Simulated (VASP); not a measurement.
These are PBEsol GGA, VASP's PBE PAW potentials (set 64) (plane waves; VASP) values and carry that method's errors.

Input for VASP

**POSCAR**
```
Li2O
1.0
  0.0000000000   2.2922548072   2.2922548072
  2.2922548072   0.0000000000   2.2922548072
  2.2922548072   2.2922548072   0.0000000000
Li O
2 1
direct
  0.2500000000   0.2500000000   0.2500000000
  0.7500000000   0.7500000000   0.7500000000
  0.0000000000   0.0000000000   0.0000000000
```

INCAR:
```
SYSTEM = Li2O
PREC = Accurate
ENCUT = 520
EDIFF = 1E-6
NELM = 100
ALGO = Normal
LREAL = .FALSE.
LASPH = .TRUE.
ISMEAR = 0
SIGMA = 0.05
GGA = PS
LWAVE = .FALSE.
LCHARG = .FALSE.
IBRION = 2
ISIF = 3
NSW = 60
EDIFFG = -0.01
```

KPOINTS:
```
Automatic
0
G
  9 9 9
```

POTCAR, in this order: Li_sv O (PBE.64 set). Program: vasp_std.

The resulting files:

### OSZICAR
```
       N       E                     dE             d eps       ncg     rms          rms(c)
DAV:   1     0.401572982943E+02    0.40157E+02   -0.61228E+03   700   0.128E+03
DAV:   2    -0.113569969784E+02   -0.51514E+02   -0.49743E+02   796   0.241E+02
DAV:   3    -0.163222347983E+02   -0.49652E+01   -0.49470E+01  1310   0.613E+01
DAV:   4    -0.163650034585E+02   -0.42769E-01   -0.42743E-01   868   0.692E+00
DAV:   5    -0.163653281354E+02   -0.32468E-03   -0.32464E-03  1096   0.473E-01    0.702E+00
DAV:   6    -0.147985878157E+02    0.15667E+01   -0.85141E+00   706   0.186E+01    0.280E+00
DAV:   7    -0.147578213736E+02    0.40766E-01   -0.21394E-01   776   0.404E+00    0.144E+00
DAV:   8    -0.147467511569E+02    0.11070E-01   -0.57882E-02   722   0.297E+00    0.323E-01
DAV:   9    -0.147459411557E+02    0.81000E-03   -0.72694E-03   998   0.786E-01    0.107E-01
DAV:  10    -0.147462273076E+02   -0.28615E-03   -0.59778E-04   760   0.242E-01    0.633E-02
DAV:  11    -0.147461895730E+02    0.37735E-04   -0.75017E-05   836   0.113E-01    0.110E-02
DAV:  12    -0.147461893128E+02    0.26016E-06   -0.43200E-06   946   0.241E-02
   1 F= -.14746189E+02 E0= -.14746189E+02  d E =-.147462E+02
```

**OUTCAR**
```
------------------------ aborting loop because EDIFF is reached ----------------------------------------
  FORCE on cell =-STRESS in cart. coord.  units (eV):
  Direction    XX          YY          ZZ          XY          YZ          ZX
  --------------------------------------------------------------------------------------
  Total        0.0027164      0.0027164      0.0027164      0.0000000      0.0000000     -0.0000000
  in kB        0.1806711      0.1806711      0.1806711      0.0000000      0.0000000     -0.0000000
  external PRESSURE =       0.1806711 kB  Pullay stress =       0.0000000 kB
  volume of cell :       24.09
      direct lattice vectors                 reciprocal lattice vectors
     0.000000000  2.292254807  2.292254807    -0.218125838  0.218125838  0.218125838
     2.292254807  0.000000000  2.292254807     0.218125838 -0.218125838  0.218125838
     2.292254807  2.292254807  0.000000000     0.218125838  0.218125838 -0.218125838
 POSITION                                       TOTAL-FORCE (eV/Angst)
 -----------------------------------------------------------------------------------
      1.14613      1.14613      1.14613         0.000000     -0.000000      0.000000
      3.43838      3.43838      3.43838        -0.000000     -0.000000     -0.000000
      0.00000      0.00000      0.00000         0.000000      0.000000      0.000000
 -----------------------------------------------------------------------------------
    total drift:                               -0.000000      0.000000      0.000000
  FREE ENERGIE OF THE ION-ELECTRON SYSTEM (eV)
  ---------------------------------------------------
  free  energy   TOTEN  =       -14.7461893128 eV

  energy  without entropy=      -14.7461893128  energy(sigma->0) =      -14.74618931

 reached required accuracy - stopping structural energy minimisation
```
(Selected blocks of OUTCAR.)

The compound is Li2O in the antifluorite structure. It was relaxed first. The start is the result of an earlier pass.
